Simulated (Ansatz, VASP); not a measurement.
# One calculation of BN, two programs

```
N B
1.0
     1.25112    0.72234    3.37293
    -1.25112    0.72234    3.37293
     0.00000   -1.44467    3.37293
N B
1 1
Direct
  0.66724 0.66724 0.66724
  0.00033 0.00033 0.00033
```

The cell is a database's computed one.

Alike in both runs: task band structure; functional LDA; k mesh 12 × 12 × 12; occupations fermi-dirac, width 0.05 eV; no spin polarisation.

|  | VASP | Ansatz |
| --- | --- | --- |
| version | VASP 6.6.1 | Ansatz 0.2.0 |
| potentials or method | VASP PAW LDA potentials, release 64 (N, B) | Ansatz PAW |
| plane-wave cutoff (eV) | 520 | 420 |
| valence electrons in the cell | 8 | 8 |

|  | VASP | Ansatz | Ansatz less VASP |
| --- | --- | --- | --- |
| gap on the k mesh at the Fermi level (eV) | 4.09 | 4.11 | +0.015 |
| least direct gap on the mesh (eV) | 4.55 | 4.56 | +0.010 |
| gap along the band path (eV) | 4.03 | 4.06 | +0.029 |
| pressure (GPa) | -3.8 | -4.2 | -0.43 |
| largest component of the traceless stress (GPa) | 2.70 | 3.30 | +0.598 |

Caveats: the k mesh misses the band edges, so the gap on the mesh is wider than the one along the path (Ansatz); the pressure holds a Pulay correction of +0.7 GPa for the finite cutoff (Ansatz); the PAW data sets come from PBE, with cores solved anew for the run's functional, which leaves a small shift of forces and pressure (Ansatz). Expect the measured gap to be larger: semilocal functionals such as LDA lack the derivative discontinuity.
